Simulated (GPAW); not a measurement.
Wanted: an ASE script for a GPAW 26.7.0 run.

- Task: equation of state
- Functional: LDA
- Potentials or basis: the program's PAW data sets (release 1.2.1) made for this functional
- Cutoff: 600 eV
- Basis: pw
- k mesh: 8 × 8 × 8
- Occupations: fermi-dirac, width 0.05 eV
- Spin: no spin polarisation
- Maxiter: 150
- Eos scales: [0.94, 0.96, 0.98, 1.0, 1.02, 1.04, 1.06]

The structure of GaP lies in POSCAR:

```
GaP
1.0
    0.0000000000      2.7252500000      2.7252500000
    2.7252500000      0.0000000000      2.7252500000
    2.7252500000      2.7252500000      0.0000000000
Ga P
1 1
Direct
    0.0000000000      0.0000000000      0.0000000000
    0.7500000000      0.7500000000      0.7500000000
```

The input as run:

run.py

```python
from ase.eos import EquationOfState
from ase.io import Trajectory, read
from ase.units import GPa
from gpaw import GPAW, PW

atoms = read('POSCAR')

traj = Trajectory('eos.traj', 'w')
volumes, energies = [], []
for x in [0.94, 0.96, 0.98, 1.0, 1.02, 1.04, 1.06]:
    a = atoms.copy()
    a.set_cell(atoms.cell * x**(1 / 3), scale_atoms=True)
    calc = GPAW(mode=PW(600),
                xc='LDA',
                kpts={'size': (8, 8, 8), 'gamma': True},
                occupations={'name': 'fermi-dirac', 'width': 0.05},
                nbands=11,
                convergence={'density': 1e-05, 'energy': 1e-05},
                maxiter=150,
                txt=f'eos-{x:.2f}.txt')
    a.calc = calc
    energies.append(a.get_potential_energy(force_consistent=True))
    volumes.append(a.get_volume())
    p = -a.get_stress()[:3].mean() / GPa
    calc.write(f'eos-{x:.2f}.gpw')
    traj.write(a)
    print(f'{x:.2f} {volumes[-1]:10.4f} A^3 {energies[-1]:14.6f} eV {p:9.3f} GPa', flush=True)

v0, e0, B = EquationOfState(volumes, energies, eos='birchmurnaghan').fit()
print(f'V0 = {v0:.4f} A^3, E0 = {e0:.6f} eV, B0 = {B / GPa:.2f} GPa')
```

Potentials or basis: the program's PAW data sets (release 1.2.1) made for this functional, pw.

Run with:

```sh
$ OMP_NUM_THREADS=1 python run.py
```

It gave:

```yaml
Equilibrium_volume: 20.07 Å³/atom
Bulk_modulus: 92 GPa
Pressure_derivative_of_the_bulk_modulus: 4.6
```

Caveat: the data sets keep Ga 3d, Li 1s and Be 1s frozen, and some such compounds lay over 1.5 % in volume off other programs.

Wall time 42 s on 1 thread of Intel(R) Xeon(R) Platinum 8488C (Sapphire Rapids), with other jobs on the host, peak memory 0.2 GiB.
